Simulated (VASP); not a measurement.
# Cd (R-3m) in VASP: settings compared, part 2 of 3

VASP 6.6.1. Earlier steps stand in the parts before.

### Step 4. Band structure, PBEsol (cell strained at random at fixed volume)

The input, POSCAR:

```
Cd
1.0
    1.5790080000      0.9044910000      2.3853110000
   -1.6599930000      0.8989190000      2.4405920000
   -0.0453180000     -1.8934790000      2.4470920000
Cd
1
Cartesian
   -0.0005827489     -0.0226911527      0.0274122568
```

The input, INCAR.step1:

```
  ALGO = All
  EDIFF = 1E-6
  ENCUT = 520
  GGA = PS
  ISIF = 2
  ISMEAR = 1
  LASPH = T
  LCHARG = T
  LREAL = F
  LWAVE = F
  NELM = 80
  PREC = Accurate
  SIGMA = 0.1
```

The input, KPOINTS.step1:

```
k-points
0
Gamma
  10 10 10
```

The input, INCAR.step2:

```
  ALGO = All
  EDIFF = 1E-6
  ENCUT = 520
  GGA = PS
  ICHARG = 11
  ISIF = 2
  ISMEAR = 0
  LASPH = T
  LCHARG = F
  LREAL = F
  LWAVE = F
  NELM = 80
  PREC = Accurate
  SIGMA = 0.05
```

The input, KPOINTS.step2:

```
path XGY,LGZ,NGM,RG
20
line-mode
reciprocal
 0.0000000000 -0.5000000000  0.0000000000  X
 0.0000000000  0.0000000000  0.0000000000  G

 0.0000000000  0.0000000000  0.0000000000  G
-0.5000000000  0.0000000000  0.0000000000  Y

-0.5000000000 -0.5000000000  0.0000000000  L
 0.0000000000  0.0000000000  0.0000000000  G

 0.0000000000  0.0000000000  0.0000000000  G
 0.0000000000  0.0000000000 -0.5000000000  Z

 0.0000000000 -0.5000000000 -0.5000000000  N
 0.0000000000  0.0000000000  0.0000000000  G

 0.0000000000  0.0000000000  0.0000000000  G
-0.5000000000  0.0000000000 -0.5000000000  M

-0.5000000000 -0.5000000000 -0.5000000000  R
 0.0000000000  0.0000000000  0.0000000000  G
```

Potentials or basis: VASP PAW PBE potentials, release 64 (Cd).

Run with:

```bash
$ cat potpaw_PBE.64/Cd/POTCAR > POTCAR
$ cp INCAR.step1 INCAR
$ cp KPOINTS.step1 KPOINTS
$ mpirun -np 1 vasp_std > vasp.out
$ cp INCAR.step2 INCAR
$ cp KPOINTS.step2 KPOINTS
$ mpirun -np 1 vasp_std > vasp.out
```

Wall time 42 s (1 thread of Intel Xeon Platinum 8559C (Emerald Rapids), shared host); peak memory 0.32 GiB.

Results (log left out):

```
Band gap along the path : none (metal or under the smearing width)
```

Levels at the corners of the path, in eV from the Fermi level:
| point | band 3 | band 4 | band 5 | band 6 | band 7 | band 8 | band 9 | band 10 |
| --- | --- | --- | --- | --- | --- | --- | --- | --- |
| X | -8.84 | -8.32 | -8.18 | -2.49 | -1.75 | 11.74 | 13.24 | 14.64 |
| Γ | -8.91 | -8.71 | -8.61 | -8.53 | 13.26 | 13.66 | 14.42 | 17.24 |
| Γ | -8.91 | -8.71 | -8.61 | -8.53 | 13.26 | 13.66 | 14.42 | 17.28 |
| Y | -8.90 | -8.35 | -8.14 | -2.36 | -1.42 | 12.45 | 12.61 | 13.58 |
| L | -8.30 | -8.16 | -8.05 | -0.62 | 1.68 | 5.82 | 7.40 | 10.13 |
| Γ | -8.91 | -8.71 | -8.61 | -8.53 | 13.26 | 13.66 | 14.42 | 17.24 |
| Γ | -8.91 | -8.71 | -8.61 | -8.53 | 13.26 | 13.66 | 14.42 | 17.24 |
| Z | -8.84 | -8.31 | -8.19 | -2.50 | -1.77 | 11.78 | 13.13 | 14.79 |
| N | -8.27 | -8.14 | -8.10 | -1.06 | 0.94 | 5.94 | 8.39 | 10.24 |
| Γ | -8.91 | -8.71 | -8.61 | -8.53 | 13.26 | 13.66 | 14.42 | 17.29 |
| Γ | -8.91 | -8.71 | -8.61 | -8.53 | 13.26 | 13.66 | 14.42 | 17.25 |
| M | -8.30 | -8.16 | -8.05 | -0.67 | 1.59 | 5.86 | 7.50 | 10.17 |
| R | -9.07 | -8.20 | -8.11 | -1.82 | -0.24 | 10.94 | 11.50 | 12.29 |
| Γ | -8.91 | -8.71 | -8.61 | -8.53 | 13.26 | 13.66 | 14.42 | 17.26 |

Caveat: the log is that of the step along the path at fixed density, whose energy, stress, charges and moments have no meaning; the PAW data sets were made with another functional, which shifts forces and pressure a little.

### Step 5. Equation of state, optB88-vdW

The input, run.py:

```python
from ase.calculators.vasp import Vasp
from ase.eos import EquationOfState
from ase.io import Trajectory
from ase.io import read
from ase.units import GPa

atoms = read('Cd.xyz')
calc = Vasp(
    directory='calc',
    xc='optb88-vdw',
    pp='PBE',
    setups='minimal',
    prec='Accurate',
    encut=500,
    ediff=1e-06,
    ismear=0,
    sigma=0.05,
    lreal=False,
    lasph=True,
    nelm=80,
    algo='Normal',
    isif=2,
    lwave=False,
    lcharg=False,
    kpts=[10, 10, 10],
    gamma=True,
)
atoms.calc = calc
cell = atoms.cell.copy()
volumes, energies = [], []
traj = Trajectory('eos.traj', 'w')
for x in [0.94, 0.96, 0.98, 1.0, 1.02, 1.04, 1.06]:
    atoms.set_cell(cell * x ** (1 / 3), scale_atoms=True)
    volumes.append(atoms.get_volume())
    energies.append(atoms.get_potential_energy())
    traj.write(atoms)
    print(f'{x:5.2f} {volumes[-1]:12.5f} {energies[-1]:14.6f}')

v0, e0, B = EquationOfState(volumes, energies, eos='birchmurnaghan').fit()
print(f'V0 = {v0:.4f} A^3, E0 = {e0:.6f} eV, B = {B / GPa:.2f} GPa')
```

The input, Cd.xyz:

```xyz
1
Lattice="1.6080291515 0.9283960635 2.4492874100 -1.6080291515 0.9283960635 2.4492874100 0.0000000000 -1.8567921270 2.4492874100" Properties=species:S:1:pos:R:3 pbc="T T T"
Cd     0.0000000000      0.0000000000      0.0000000000
```

Run with:

```bash
$ python run.py
```

Run time: 2.5 min. Hardware: 1 thread of Intel Xeon Platinum 8559C (Emerald Rapids), shared host; peak memory 0.28 GiB.

It converged, with:

| Item | Value |
| --- | --- |
| Equilibrium volume | 22.77 Å³/atom |
| Bulk modulus at fixed shape and positions | 45 GPa |
| Pressure derivative of the bulk modulus | 5.5 |

Energy against volume, from the lowest point:
| volume (Å³/atom) | energy (meV/atom) |
| --- | --- |
| 20.623 | 35.06 |
| 21.062 | 21.19 |
| 21.500 | 11.16 |
| 21.939 | 4.54 |
| 22.378 | 0.95 |
| 22.817 | 0.00 |
| 23.255 | 1.37 |

Caveat: the cell was scaled at fixed shape and fractional positions, which overstates the stiffness of a crystal with free parameters, most of all of layers and chains; the PAW data sets were made with another functional, which shifts forces and pressure a little.

### Step 6. Phonons, PBEsol+D3 (cell strained at random at fixed volume)

Changes to POSCAR since step 4:

```diff
@@ -7,3 +7,3 @@
 1
-Cartesian
-   -0.0005827489     -0.0226911527      0.0274122568
+Direct
+   -0.0002900000     -0.0002450000      0.0117290000
```

The input, INCAR.step1:

```
PREC = Accurate
ENCUT = 600
EDIFF = 1E-8
ISMEAR = 1
SIGMA = 0.1
LREAL = False
LASPH = True
NELM = 80
ALGO = Normal
ISIF = 3
LWAVE = False
LCHARG = False
GGA = PS
IVDW = 11
IBRION = 2
NSW = 40
EDIFFG = -0.002
```

The input, INCAR.step2:

```
PREC = Accurate
ENCUT = 600
EDIFF = 1E-8
ISMEAR = 1
SIGMA = 0.1
LREAL = False
LASPH = True
NELM = 80
ALGO = Normal
ISIF = 2
LWAVE = False
LCHARG = False
GGA = PS
IVDW = 11
IBRION = 6
NFREE = 2
POTIM = 0.015
NSW = 1
```

The input, KPOINTS:

```
Automatic mesh
0
Gamma
  7 7 7
```

Potentials or basis: VASP PAW PBE potentials, release 64 (Cd).

Run with:

```bash
$ cat potpaw_PBE.64/Cd/POTCAR > POTCAR
$ cp INCAR.step1 INCAR
$ mpirun -np 1 vasp_std > vasp.out
$ cp CONTCAR POSCAR
$ cp INCAR.step2 INCAR
$ mpirun -np 1 vasp_std > vasp.out
```

OUTCAR:

```text
PREC = Accurate
   ENCUT = 600
   EDIFF = 1E-8
   ISMEAR = 1
   LREAL = False
   LASPH = True
   NELM = 80
   ISIF = 2
   GGA = PS
   IVDW = 11
   IBRION = 6
   NFREE = 2
   POTIM = 0.015
   NSW = 1
 IVDW          = 11

 ion  position               nearest neighbor table
   1  1.000  1.000  0.012-

  LATTYP: Found a triclinic cell.
 ALAT       =     3.0558454064
 B/A-ratio  =     2.4496023163
 C/A-ratio  =     2.6457378221
 COS(alpha) =     0.0000115742
 COS(beta)  =     0.5669185618
 COS(gamma) =     0.8165198394

  Lattice vectors:

 A1 = (   0.0008475882,   1.7645967158,  -2.4948725138)
 A2 = (   0.0013486843,   7.0577000111,  -2.4946273682)
 A3 = (   1.5300915191,  -2.6458488391,  -7.4849833247)

Analysis of symmetry for initial positions (statically):
=====================================================================
 Subroutine PRICEL returns:
 Original cell was already a primitive cell.

 Routine SETGRP: Setting up the symmetry group for a
 triclinic supercell.

 Subroutine GETGRP returns: Found  2 space group operations
 (whereof  1 operations were pure point group operations)
 out of a pool of  2 trial point group operations.

The static configuration has the point symmetry C_1 .
 The point group associated with its full space group is S_2 .

Analysis of symmetry for dynamics (positions and initial velocities):
=====================================================================
 Subroutine PRICEL returns:
 Original cell was already a primitive cell.

 Routine SETGRP: Setting up the symmetry group for a
 triclinic supercell.

 Subroutine GETGRP returns: Found  2 space group operations
 (whereof  1 operations were pure point group operations)
 out of a pool of  2 trial point group operations.

The dynamic configuration has the point symmetry C_1 .
 The point group associated with its full space group is S_2 .

[... 152 lines left out ...]
 E8    (eV) :    -0.1675
[... 225 lines left out ...]
--------------------------------------- Ionic step        7  -------------------------------------------

 number of electron      12.0000000 magnetization

 Free energy of the ion-electron system (eV)
  ---------------------------------------------------
  ext. energy  EPLUGINS =         0.00000000
  ---------------------------------------------------
  free energy    TOTEN  =        -1.22360206 eV

  energy without entropy =       -1.22393831  energy(sigma->0) =       -1.22371414

 E-fermi :   2.8882     XC(G=0): -11.5867

 val. band max:        2.8102868759   @ k =  -0.4286  -0.4286   0.1429
 cond. band min:       3.5965567218   @ k =   0.0000   0.4286   0.0000
 fundamental gap:      0.7862698459
 Fermi energy:         2.8882140064

 k-point     1 :       0.0000    0.0000    0.0000
  band No.  band energies     occupation
      1      -6.1850      2.00000
      2      -6.0569      2.00000
      3      -6.0558      2.00000
      4      -6.0554      2.00000
      5      -5.5137      2.00000
      6      -5.5128      2.00000
      7      17.4076      0.00000
      8      18.9388      0.00000
      9      18.9433      0.00000
     10      18.9488      0.00000
[... 287 lines left out ...]
 k-point    24 :      -0.2857    0.4286   -0.0000
  band No.  band energies     occupation
      1      -6.5345      2.00000
      2      -6.1719      2.00000
      3      -5.6308      2.00000
      4      -5.5151      2.00000
      5      -5.0942      2.00000
      6       2.6236      2.00118
      7       3.9106     -0.00000
      8       7.9859      0.00000
      9      12.4895      0.00000
     10      15.4580      0.00000

 [... further k-points ...]

------------------------ aborting loop because EDIFF is reached ----------------------------------------

 Edisp (eV)   -0.29100

 E8    (eV) :    -0.1675
[... 24 lines left out ...]
  FREE ENERGIE OF THE ION-ELECTRON SYSTEM (eV)
  ---------------------------------------------------
  free  energy   TOTEN  =        -1.5146070317 eV

  energy  without entropy=       -1.5149432813  energy(sigma->0) =       -1.51471911

 INTERNAL STRAIN TENSORS FROM DISPLACED ATOMS
 ============================================

 INTERNAL STRAIN TENSOR FOR ION    1 for displacements in x,y,z  (eV/Angst):
          X           Y           Z          XY          YZ          ZX
  --------------------------------------------------------------------------------
  x     0.00000     0.00000     0.00000     0.00000     0.00000     0.00000
  y     0.00000     0.00000     0.00000     0.00000     0.00000     0.00000
  z     0.00000     0.00000     0.00000     0.00000     0.00000     0.00000

 Eigenvectors and eigenvalues of the dynamical matrix
 ----------------------------------------------------

   1 f  =    0.000000 THz     0.000000 2PiTHz    0.000000 cm-1     0.000000 meV
             X         Y         Z           dx          dy          dz
     -0.001272  1.742741  5.017918    -0.257360   -0.016184    0.966180

   2 f/i=    0.000000 THz     0.000000 2PiTHz    0.000000 cm-1     0.000000 meV
             X         Y         Z           dx          dy          dz
     -0.001272  1.742741  5.017918     0.076786    0.996355    0.037143

   3 f/i=    0.000000 THz     0.000000 2PiTHz    0.000000 cm-1     0.000000 meV
             X         Y         Z           dx          dy          dz
     -0.001272  1.742741  5.017918    -0.963260    0.083749   -0.255179

 ELASTIC MODULI CONTR FROM IONIC RELAXATION (kBar)
 Direction    XX          YY          ZZ          XY          YZ          ZX
 --------------------------------------------------------------------------------
 XX           0.0000      0.0000      0.0000      0.0000      0.0000      0.0000
 YY           0.0000      0.0000      0.0000      0.0000      0.0000      0.0000
 ZZ           0.0000      0.0000      0.0000      0.0000      0.0000      0.0000
 XY           0.0000      0.0000      0.0000      0.0000      0.0000      0.0000
 YZ           0.0000      0.0000      0.0000      0.0000      0.0000      0.0000
 ZX           0.0000      0.0000      0.0000      0.0000      0.0000      0.0000
 --------------------------------------------------------------------------------
```

OUTCAR.step1:

```text
PREC = Accurate
   ENCUT = 600
   EDIFF = 1E-8
   ISMEAR = 1
   LREAL = False
   LASPH = True
   NELM = 80
   ISIF = 3
   GGA = PS
   IVDW = 11
   IBRION = 2
   NSW = 40
[... 716 lines left out ...]
      5      -5.0945      2.00000
      6       2.6235      2.00118
      7       3.9105     -0.00000
      8       7.9858      0.00000
      9      12.4894      0.00000
     10      15.4579      0.00000

 [... further k-points ...]

------------------------ aborting loop because EDIFF is reached ----------------------------------------

 Edisp (eV)   -0.29100

 E8    (eV) :    -0.1675
[... 24 lines left out ...]
  FREE ENERGIE OF THE ION-ELECTRON SYSTEM (eV)
  ---------------------------------------------------
  free  energy   TOTEN  =        -1.5158215201 eV

  energy  without entropy=       -1.5161577547  energy(sigma->0) =       -1.51593360

 reached required accuracy - stopping structural energy minimisation
```

OSZICAR.step1:

```text
N       E                     dE             d eps       ncg     rms          rms(c)
DAV:   1     0.718011307548E+02    0.71801E+02   -0.76822E+03  3600   0.134E+03
[... 205 lines left out ...]
       N       E                     dE             d eps       ncg     rms          rms(c)
DAV:   1    -0.122484289829E+01    0.92029E-05   -0.14681E-03  3646   0.418E-01    0.296E-02
DAV:   2    -0.122482451556E+01    0.18383E-04   -0.16020E-05  3548   0.713E-02    0.161E-02
DAV:   3    -0.122481664376E+01    0.78718E-05   -0.77584E-06  3590   0.407E-02    0.476E-03
DAV:   4    -0.122481652000E+01    0.12376E-06   -0.12600E-06  3684   0.136E-02    0.259E-03
DAV:   5    -0.122481655154E+01   -0.31539E-07   -0.33876E-08  3126   0.252E-03    0.416E-04
DAV:   6    -0.122481654553E+01    0.60124E-08   -0.44156E-09  1786   0.104E-03
  22 F= -.15158215E+01 E0= -.15159336E+01  d E =-.293293E-05
```

Wall time 6 min (1 thread of AMD EPYC 9R45 (Zen 5), shared host); peak memory 0.18 GiB.

What came out:

| Quantity | Value |
| --- | --- |
| Relaxed volume | 20.18 Å³/atom |
| Relaxed cell | a = 3.056 Å, b = 3.056 Å, c = 3.056 Å, α = 60.00°, β = 60.01°, γ = 60.02° |
| Space group after relaxing (to 0.05 Å) | Fm-3m (No. 225) |
| Dispersion energy per atom | -0.291 eV |

Step by step:
```
step  energy change (eV)  largest force (eV/Å)  pressure (GPa)  volume (Å³)
   1              0.0000                0.0000           -4.06        21.94
   2             -0.0280                0.0000            0.11        20.22
   3             -0.0281                0.0000            0.36        20.14
   4             -0.0343                0.0000            0.98        19.95
   5             -0.0300                0.0000            3.44        19.33
   6             -0.0417                0.0000            1.61        19.77
   7             -0.0415                0.0000            2.42        19.55
   8             -0.0430                0.0000            1.99        19.65
   9             -0.0470                0.0000            1.37        19.81
  10             -0.0473                0.0000            1.18        19.86
  11             -0.0499                0.0000            0.60        20.01
  12             -0.0512                0.0000           -0.61        20.37
  13             -0.0515                0.0000           -0.30        20.27
  14             -0.0515                0.0000           -0.19        20.24
  15             -0.0515                0.0000           -0.22        20.25
  16             -0.0516                0.0000           -0.10        20.21
  17             -0.0517                0.0000            0.04        20.17
  18             -0.0517                0.0000            0.05        20.17
  19             -0.0517                0.0000            0.02        20.18
  20             -0.0517                0.0000           -0.02        20.19
  21             -0.0517                0.0000           -0.01        20.19
  22             -0.0517                0.0000            0.00        20.18
```

Final structure:
```yaml
crystal:
  lattice:
    - [1.52770, 0.88197, 2.49500]
    - [-1.52890, 0.88194, 2.49499]
    - [-0.00085, -1.76460, 2.49487]
  atoms:
    - { symbol: Cd, position: [0.99971, 0.99975, 0.01173] }
```

Caveat: the PAW data sets were made with another functional, which shifts forces and pressure a little.

[end of part 2 of 3]
